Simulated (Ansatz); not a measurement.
Wanted: the native input for an Ansatz 0.2.0 run.

| Item | Value |
| --- | --- |
| Task | band structure |
| Functional | m-r2SCAN |
| Potentials or basis | Ansatz PAW |
| Cutoff | 500 eV (not typed: the program's choice for these potentials) |
| k mesh | 10 × 10 × 5 |
| Occupations | fermi-dirac, width 0.05 eV |
| Spin | no spin polarisation |
| Path | [["G", "M", "K", "G", "A", "L", "H", "A"], ["L", "M"], ["K", "H"]] |
| Points for each segment of the path | 14 |

Crystal: GaN.

```
CELL_PARAMETERS angstrom
3.18000 0.00000 0.00000
-1.59000 2.75396 0.00000
0.00000 0.00000 5.16600
ATOMIC_POSITIONS crystal
Ga 0.66667 0.33333 0.50000
Ga 0.33333 0.66667 0.00000
N 0.66667 0.33333 0.87500
N 0.33333 0.66667 0.37500
```

One way to write it, as run:

input.yaml

```yaml
crystal:
  lattice:
    - [3.18, 0.0, 0.0]
    - [-1.59, 2.753960784, 0.0]
    - [0.0, 0.0, 5.166]
  atoms:
    - { symbol: Ga, position: [0.6666666667, 0.3333333333, 0.5] }
    - { symbol: Ga, position: [0.3333333333, 0.6666666667, 0.0] }
    - { symbol: "N", position: [0.6666666667, 0.3333333333, 0.875] }
    - { symbol: "N", position: [0.3333333333, 0.6666666667, 0.375] }
hamiltonian:
  xc: mr2scan
  pseudopotentials: { kind: paw }
kpoints:
  mp_grid: { grid: [10, 10, 5] }
  band_path:
    path:
      - [[0.0, 0.0, 0.0], [0.5, 0.0, 0.0], [0.3333333333, 0.3333333333, 0.0], [0.0, 0.0, 0.0], [0.0, 0.0, 0.5], [0.5, 0.0, 0.5], [0.3333333333, 0.3333333333, 0.5], [0.0, 0.0, 0.5]]
      - [[0.5, 0.0, 0.5], [0.5, 0.0, 0.0]]
      - [[0.3333333333, 0.3333333333, 0.0], [0.3333333333, 0.3333333333, 0.5]]
    npoints: 14
scf:
  occupations: { method: fermi_dirac, width: 0.05 }
  n_extra_bands: 10
output:
  forces: true
  stress: true
  eigenvalues: true
  fatbands: true
```

Potentials or basis: Ansatz PAW.

The run is started by

```sh
$ ansatz run input.yaml --threads 2 --pin off --max-ram 5120MiB --backend cpu --events-out ev --progress --plain --runs-dir out
```

Results of the run:

| Quantity | Value |
| --- | --- |
| Pressure | 1.1 GPa |
| Largest force | 0.142 eV/Å |
| Band gap on the k mesh | 2.38 eV, direct |
| Band gap along the path | 2.38 eV, direct |

Caveat: the PAW data sets come from PBE, with cores solved anew for the run's functional, which leaves a small shift of forces and pressure.

It took 14 s on 2 threads of Arm Neoverse V2 (shared host), peak memory 0.44 GiB.
